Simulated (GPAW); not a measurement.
The system is GaN.

```
Ga N
1.0
     3.18000    0.00000    0.00000
    -1.59000    2.75396    0.00000
     0.00000    0.00000    5.16600
Ga N
2 2
Direct
  0.66667 0.33333 0.50000
  0.33333 0.66667 0.00000
  0.66667 0.33333 0.87500
  0.33333 0.66667 0.37500
```

| Property | Result |
| --- | --- |
| Program | GPAW 26.7.0 |
| Task | relaxation of cell and atoms |
| Functional | MS2 |
| Potentials or basis | GPAW PAW data sets (gpaw-data 1.2.1) |
| Cutoff | 800 eV |
| Basis | pw |
| k mesh | 7 × 7 × 4 |
| Occupations | fermi-dirac, width 0.05 eV |
| Spin | no spin polarisation |

At the start: pressure 9.9 GPa; volume 11.31 Å³/atom.

Task: How do energy, volume and symmetry change on relaxing?

Result: Over 6 steps the energy falls by 17.3 meV/atom and the volume is 11.82 Å³/atom (+4.5 %); space group P6_3mc (No. 186, to 0.05 Å).

Step by step:
```
step  energy change (eV)  largest force (eV/Å)  pressure (GPa)  volume (Å³)
   1              0.0000                0.2051            9.87        45.24
   2             -0.0222                0.0982            8.03        45.58
   3             -0.0669                0.1237            1.21        46.98
   4             -0.0684                0.0864            0.29        47.19
   5             -0.0692                0.0280           -0.08        47.27
   6             -0.0693                0.0032           -0.04        47.26
```

Final structure:
```xyz
4
Lattice="3.2258 0.0000 0.0000 -1.6129 2.7937 0.0000 0.0000 0.0000 5.2444" Properties=species:S:1:pos:R:3 pbc="T T T"
Ga    1.6129    0.9312    2.6168
Ga    0.0000    1.8624   -0.0059
N     1.6129    0.9312    4.5954
N     0.0000    1.8624    1.9712
```

Caveat: the data sets keep Ga 3d, Li 1s and Be 1s frozen, and some such compounds lay over 1.5 % in volume off other programs; later steps reuse the first step's grids; the PAW data sets were made with another functional, which shifts forces and pressure a little.
